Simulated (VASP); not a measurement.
LiF in VASP 6.6.1, single-point calculation

INCAR

```
LASPH = .TRUE.
IBRION = -1
METAGGA = R2SCAN
LCHARG = .FALSE.
LREAL = .FALSE.
ISIF = 2
SIGMA = 0.01
NBANDS = 12
NSW = 0
EDIFF = 1E-7
PREC = Accurate
NELM = 120
ALGO = Conjugate
LWAVE = .FALSE.
ISMEAR = 0
ENCUT = 520
```

KPOINTS

```
KPOINTS created by Atomic Simulation Environment
0
Gamma
10 10 10
0 0 0
```

POSCAR

```
Li F
 1.0000000000000000
     2.5191484863000002   -0.1390269344000000   -0.1390269344000000
    -0.1390269344000000    2.5191484863000002   -0.1390269344000000
    -0.1390269344000000   -0.1390269344000000    2.5191484863000002
 Li  F
   1   1
Cartesian
  0.0000000000000000  0.0000000000000000  0.0000000000000000
  1.1205473087500002  1.1205473087500002  1.1205473087500002
```

The recommended PBE PAW datasets give the neutral cell 10 valence electrons.

Command

```
mpirun -np 1 vasp_std
```

OSZICAR

```
N       E                     dE             d eps       ncg     rms           ort
DAV:   1     0.274179206593E+02    0.27418E+02   -0.67110E+03  1392   0.928E+02
DAV:   2    -0.134519489034E+02   -0.40870E+02   -0.40135E+02  1392   0.192E+02
DAV:   3    -0.144480201728E+02   -0.99607E+00   -0.99451E+00  1392   0.262E+01
DAV:   4    -0.144560771594E+02   -0.80570E-02   -0.80566E-02  1392   0.264E+00
DAV:   5    -0.144561747161E+02   -0.97557E-04   -0.97556E-04  1392   0.226E-01
SDA:   6    -0.108369626976E+02    0.36192E+01   -0.97556E-04  1392   0.161E+01   0.000E+00
CGA:   7    -0.112664904651E+02   -0.42953E+00   -0.43101E+00  1392   0.746E-01  -0.154E-01
CGA:   8    -0.113047294163E+02   -0.38239E-01   -0.38338E-01  1392   0.979E-02  -0.437E-03
CGA:   9    -0.113087074079E+02   -0.39780E-02   -0.39540E-02  1392   0.669E-03   0.139E-03
CGA:  10    -0.113089657232E+02   -0.25832E-03   -0.24715E-03  1392   0.155E-03   0.102E-03
...
SDA:  18    -0.113090320244E+02    0.14452E-06   -0.32056E-05  1392   0.300E-05   0.354E-05
 trl  19    -0.113090319036E+02    0.12074E-06   -0.23625E-05  1392   0.300E-05   0.275E-05
SDA:  20    -0.113090318284E+02    0.19592E-06   -0.23625E-05  1392   0.230E-05   0.263E-05
 trl  21    -0.113090317049E+02    0.12356E-06   -0.18466E-05  1392   0.230E-05   0.214E-05
SDA:  22    -0.113090316350E+02    0.19340E-06   -0.18466E-05  1392   0.184E-05   0.206E-05
 trl  23    -0.113090315211E+02    0.11393E-06   -0.15072E-05  1392   0.184E-05   0.174E-05
SDA:  24    -0.113090314594E+02    0.17562E-06   -0.15072E-05  1392   0.153E-05   0.168E-05
 trl  25    -0.113090314593E+02    0.72191E-10   -0.15269E-05  1392   0.153E-05   0.153E-05
SDA:  26    -0.113090314593E+02    0.10630E-09   -0.15269E-05  1392   0.153E-05   0.153E-05
   1 F= -.11309031E+02 E0= -.11309031E+02  d E =-.203044E-14
```

Standard output (part)

```
POSCAR found type information on POSCAR LiF
 POSCAR found :  2 types and       2 ions
 LDA part: xc-table for (None), standard interpolation
 POSCAR, INCAR and KPOINTS ok, starting setup
 WAVECAR not read
 entering main loop
 gam= 0.000 g(H,U,f)=  0.834E+00 0.780E+00 0.148E-26 ort(H,U,f) = 0.000E+00 0.000E+00 0.000E+00
 gam= 0.000 trial= 0.400  step=  0.5343 mean=  0.4000
 gam= 0.046 g(H,U,f)=  0.473E-01 0.273E-01 0.000E+00 ort(H,U,f) =-0.154E+00 0.138E+00 0.000E+00
 gam= 0.046 trial= 0.413  step=  1.0371 mean=  0.4134
 gam= 0.131 g(H,U,f)=  0.844E-02 0.135E-02-0.745E-27 ort(H,U,f) =-0.578E-02 0.534E-02-0.281E-26
 gam= 0.131 trial= 0.476  step=  0.8121 mean=  0.4758
 gam= 0.068 g(H,U,f)=  0.427E-03 0.241E-03 0.353E-76 ort(H,U,f) =-0.491E-03 0.630E-03 0.148E-75
 gam= 0.068 trial= 0.509  step=  0.7289 mean=  0.5094
 gam= 0.231 g(H,U,f)=  0.697E-04 0.849E-04 0.639E-34 ort(H,U,f) =-0.556E-04 0.157E-03 0.163E-33
 gam= 0.231 trial= 0.531  step=  0.5851 mean=  0.5314
 gam= 0.000 g(H,U,f)=  0.122E-04 0.273E-04 0.224E-21 ort(H,U,f) = 0.617E-05 0.684E-04 0.635E-21
 gam= 0.000 trial= 0.537  step=  0.4861 mean=  0.5368
 gam= 0.000 g(H,U,f)=  0.214E-05 0.149E-04 0.737E-19 ort(H,U,f) = 0.425E-05 0.201E-04 0.932E-19
 gam= 0.000 trial= 0.532  step=  0.3887 mean=  0.5317
 gam= 0.000 g(H,U,f)=  0.900E-06 0.954E-05 0.219E-17 ort(H,U,f) = 0.139E-05 0.119E-04 0.267E-17
 gam= 0.000 trial= 0.517  step=  0.3165 mean=  0.5174
...
```

From OUTCAR

```
k-points           NKPTS =    116   k-points in BZ     NKDIM =    116   number of bands    NBANDS=     12

   NELECT =      10.0000    total number of electrons

   dimension x,y,z NGX =    20 NGY =   20 NGZ =   20
   dimension x,y,z NGXF=    40 NGYF=   40 NGZF=   40

  energy-cutoff  :      520.00
  volume of cell :       15.84
      direct lattice vectors                 reciprocal lattice vectors
     2.519148486 -0.139026934 -0.139026934     0.399535438  0.023337542  0.023337542
    -0.139026934  2.519148486 -0.139026934     0.023337542  0.399535438  0.023337542
    -0.139026934 -0.139026934  2.519148486     0.023337542  0.023337542  0.399535438

 k-points in reciprocal lattice and weights: KPOINTS created by Atomic Simulation Env
   0.00000000  0.00000000  0.00000000       0.001
   0.10000000  0.00000000  0.00000000       0.006
   0.20000000  0.00000000  0.00000000       0.006
   0.30000000  0.00000000  0.00000000       0.006
   0.40000000  0.00000000  0.00000000       0.006
   0.50000000  0.00000000  0.00000000       0.003
   0.10000000  0.10000000  0.00000000       0.006
   0.20000000  0.10000000  0.00000000       0.012
   ...

 E-fermi :  -0.2424

 k-point     1 :       0.0000    0.0000    0.0000
  band No.  band energies     occupation
      1     -43.9874      2.00000
      2     -22.3086      2.00000
      3      -1.4411      2.00000
      4      -0.6530      2.00000
      5      -0.6530      2.00000
      6       9.0653      0.00000
      7      20.4768      0.00000
      8      20.4768      0.00000
      9      22.8016      0.00000
     10      22.8016      0.00000
     11      25.1580      0.00000
     12      37.4038      0.00000

 k-point     2 :       0.1000    0.0000    0.0000
  band No.  band energies     occupation
      1     -43.9821      2.00000
      2     -22.2671      2.00000
      3      -1.5551      2.00000
      4      -0.8517      2.00000
      5      -0.6247      2.00000
      6       9.3025      0.00000
      7      19.0412      0.00000
      8      20.6430      0.00000
      9      22.9057      0.00000
     10      24.0307      0.00000
     11      25.8211      0.00000
     12      35.4444      0.00000

 k-point     3 :       0.2000    0.0000    0.0000
  band No.  band energies     occupation
      1     -43.9682      2.00000
      2     -22.1564      2.00000
      3      -2.1876      2.00000
      4      -0.9543      2.00000
      5      -0.5498      2.00000
      6       9.8024      0.00000
      7      17.4359      0.00000
      8      21.0561      0.00000
      9      23.2657      0.00000
     10      23.8873      0.00000
     11      28.9624      0.00000
     12      33.0344      0.00000

 k-point     4 :       0.3000    0.0000    0.0000
  band No.  band energies     occupation
      1     -43.9510      2.00000
      2     -22.0145      2.00000
      3      -3.0723      2.00000
      4      -0.8579      2.00000
      5      -0.4552      2.00000
      6      10.2044      0.00000
      7      16.4583      0.00000
      8      21.4602      0.00000
      9      23.2489      0.00000
     10      24.0577      0.00000
     11      31.0660      0.00000
     12      32.9342      0.00000

 ...

  Total        0.0878642      0.0878642      0.0878642     -0.1089828     -0.1089828     -0.1089828
  in kB        8.8898627      8.8898627      8.8898627    -11.0265867    -11.0265867    -11.0265867
  external PRESSURE =       8.8898627 kB  Pullay stress =       0.0000000 kB

 POSITION                                       TOTAL-FORCE (eV/Angst)
 -----------------------------------------------------------------------------------
      0.00000      0.00000      0.00000        -0.000000      0.000000      0.000000
      1.12055      1.12055      1.12055         0.000000     -0.000000      0.000000
 -----------------------------------------------------------------------------------
    total drift:                               -0.000000      0.000000      0.000000

  FREE ENERGIE OF THE ION-ELECTRON SYSTEM (eV)
  ---------------------------------------------------
  free  energy   TOTEN  =       -11.3090314593 eV

  energy  without entropy=      -11.3090314593  energy(sigma->0) =      -11.30903146
```

It converged. Results: gap between bands v and c on the k mesh 9.34 eV; least direct gap on the k mesh 9.72 eV; pressure 0.9 GPa. Band v is the last that the valence electrons fill when counted band by band, and c is the next.

For comparison, a separate r²SCAN run of the intended cell, on usual settings and not on those above, gives a gap of 9.34 eV on its mesh and a pressure of 0.9 GPa.

The run above took about 2.4 min on one core of a shared host (Intel Xeon Platinum 8488C) and held 0.16 GiB at most.
